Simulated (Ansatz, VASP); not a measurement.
**One calculation of Fe, two programs**

```
Fe
1.0
     2.43416    0.00000    0.00000
    -1.21708    2.10804    0.00000
     0.00000    0.00000    3.84193
Fe
2
Direct
  0.33333 0.66667 0.25000
  0.66667 0.33333 0.75000
```

Alike in both runs: task electric field gradients; functional PBEsol; k mesh 17 × 17 × 10; occupations fermi-dirac, width 0.08 eV; no spin polarisation.

```csv
,VASP,Ansatz
version,VASP 6.6.1,Ansatz 0.2.0
potentials or method,"VASP PAW PBE potentials, release 64 (Fe), cutoff 520 eV","all-electron PAW with datasets made for the crystal, scalar-relativistic"
```

Ansatz gave:

* pressure (GPa): -1.3
* largest component of the traceless stress (GPa): 0.59
* Vzz of the field gradient on the site that differs most (V/Å²): -4.6

Q: Estimate VASP's values.

A: Pressure (GPa): -1.6; largest component of the traceless stress (GPa): 0.50; Vzz of the field gradient on the site that differs most (V/Å²): -8.2.

Ansatz ran all-electron here, so the differences hold the error of VASP's frozen core and of both bases. Ansatz warned: «printed_levels_off».

Caveats: the PAW data sets were made with another functional, which shifts forces and pressure a little (VASP); the run has no spin polarisation, though such a crystal can be magnetic. Spin polarisation is off, so any magnetic state and its effect on volume and gap are missing.
